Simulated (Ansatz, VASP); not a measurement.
Na in VASP and in Ansatz

Contents of INCAR:

```
  PREC = Accurate
  ENCUT = 520
  EDIFF = 1E-8
  ISMEAR = -1
  SIGMA = 0.03
  LREAL = False
  LASPH = True
  NELM = 60
  ALGO = Normal
  ISIF = 2
  LWAVE = False
  LCHARG = False
  GGA = PE
  LEFG = True
  NBANDS = 10
```

Contents of KPOINTS:

```
regular mesh
0
Gamma
  11 11 11
```

POSCAR

```
Na
1.0
   -2.1175000000      2.1175000000      2.1175000000
    2.1175000000     -2.1175000000      2.1175000000
    2.1175000000      2.1175000000     -2.1175000000
Na
1
Direct
    0.0000000000      0.0000000000      0.0000000000
```

Input for Ansatz:

```yaml
crystal:
  lattice:
    - [-2.1175, 2.1175, 2.1175]
    - [2.1175, -2.1175, 2.1175]
    - [2.1175, 2.1175, -2.1175]
  atoms:
    - { symbol: Na, position: [0.0, 0.0, 0.0] }
kpoints:
  mp_grid: { grid: [11, 11, 11] }
  band_path:
    path:
      - [0.0, 0.0, 0.0]
      - [0.5, -0.5, 0.5]
      - [0.0, 0.0, 0.5]
      - [0.0, 0.0, 0.0]
      - [0.25, 0.25, 0.25]
      - [0.5, -0.5, 0.5]
      - [0.25, 0.25, 0.25]
      - [0.0, 0.0, 0.5]
    npoints: 14
scf:
  occupations: { method: fermi_dirac, width: 0.03 }
hamiltonian:
  xc: pbe
  pseudopotentials: { kind: paw }
output:
  forces: true
  stress: true
  eigenvalues: true
  efg: { contact_densities: true }
  populations: true
  bader: true
  dos: { projected: true, de: 0.2, e_range: [-14, 8] }
  write_density: true
  write_potential: true
  elf: true
  volumetric_format: npy
```

Alike in both runs: task electric field gradients; functional PBE; k mesh 11 × 11 × 11; occupations fermi-dirac, width 0.03 eV; no spin polarisation.

```csv
,VASP,Ansatz
version,VASP 6.6.1,Ansatz 0.2.0
potentials or method,"VASP PAW PBE potentials, release 64 (Na_pv)","PAW with Ansatz's default frozen-core files, scalar-relativistic"
plane-wave cutoff (eV),520,420
valence electrons in the cell,7,9
```

|  | VASP | Ansatz | Ansatz less VASP |
| --- | --- | --- | --- |
| pressure (GPa) | -0.2 | -0.2 | 0.00 |
| Vzz of the field gradient on the site that differs most (V/Å²) | 0.0 | 0.0 | +0.01 |

The two sets of potentials don't hold the same shells in valence.
